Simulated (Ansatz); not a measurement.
Write the native input for Ansatz 0.2.0 that does the following.

* Task: single point
* Functional: PBE0
* Potentials or basis: all-electron PAW datasets made for the crystal
* Cutoff: 200 eV (chosen from the basis error)
* k mesh: 4 × 4 × 4
* Occupations: fermi-dirac, width 0.05 eV
* Spin: no spin polarisation
* Share of exact exchange: 0.25

The system is Si.

```
CELL_PARAMETERS angstrom
0.00000 2.72185 2.72185
2.72185 0.00000 2.72185
2.72185 2.72185 0.00000
ATOMIC_POSITIONS crystal
Si 0.50000 0.50000 0.50000
Si 0.75000 0.75000 0.75000
```

The input as run:

input.yaml

```yaml
crystal:
  lattice:
    - [0.0, 2.7218511865, 2.7218511865]
    - [2.7218511865, 0.0, 2.7218511865]
    - [2.7218511865, 2.7218511865, 0.0]
  atoms:
    - { symbol: Si, position: [0.5, 0.5, 0.5] }
    - { symbol: Si, position: [0.75, 0.75, 0.75] }
kpoints:
  mp_grid: { grid: [4, 4, 4] }
scf:
  occupations: { method: fermi_dirac, width: 0.05 }
hamiltonian:
  xc: { exchange: pbe, correlation: pbe, exx: { coeff: 0.25 } }
  pseudopotentials: { kind: all_electron, datasets: crystal }
output:
  forces: true
  stress: true
```

Potentials or basis: all-electron PAW datasets made for the crystal.

The run is started by

```sh
$ ansatz run input.yaml --threads 1 --pin off --max-ram 3072MiB --backend cpu --events-out ev --progress --plain --runs-dir out
```

It gave:

```json
{"Pressure": "0.2 GPa", "Band gap on the k mesh": "2.01 eV, indirect (least direct gap 4.03 eV)"}
```

Caveat: the k mesh is coarse (spacing up to 0.50 Å⁻¹), so the values aren't converged, least of all with exact exchange.

Wall time 13 s on 1 thread of Intel(R) Xeon(R) Processor @ 2.50GHz (Skylake/Cascade Lake), on a shared host, peak memory 0.37 GiB.
